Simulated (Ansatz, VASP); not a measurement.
## CuAu: VASP beside Ansatz

```xyz
2
Lattice="1.4431 0.8331 4.2562 -1.4431 0.8331 4.2562 0.0000 -1.6663 4.2562" Properties=species:S:1:pos:R:3 pbc="T T T"
Cu    0.0000    0.0000    6.3843
Au    0.0000    0.0000    0.0000
```

The cell comes from a database or a generator and needn't be the stable form of this composition.

Alike in both runs: task single point; functional PBEsol; k mesh 21 × 21 × 21; occupations gaussian, width 0.15 eV; no spin polarisation.

```csv
,VASP,Ansatz
version,VASP 6.6.1,Ansatz 0.2.0
potentials or method,"VASP PAW PBE potentials, release 64 (Cu, Au)","scalar-relativistic, plane waves, PAW"
plane-wave cutoff (eV),520,420
valence electrons in the cell,22,38
```

Ansatz gave:

- gap on the k mesh at the Fermi level (eV): none
- pressure (GPa): -8.0
- largest component of the traceless stress (GPa): 0.34

Question: Estimate VASP's values.

Answer: gap on the k mesh at the Fermi level (eV): none; pressure (GPa): -9.2; largest component of the traceless stress (GPa): 0.45.

A gap of «none» marks a metal or a gap that the smearing closes. The two sets of potentials don't hold the same shells in valence.

Caveats: the PAW data sets were made with another functional, which shifts forces and pressure a little (VASP). The runs have no spin-orbit coupling, so splittings on Au are missing.
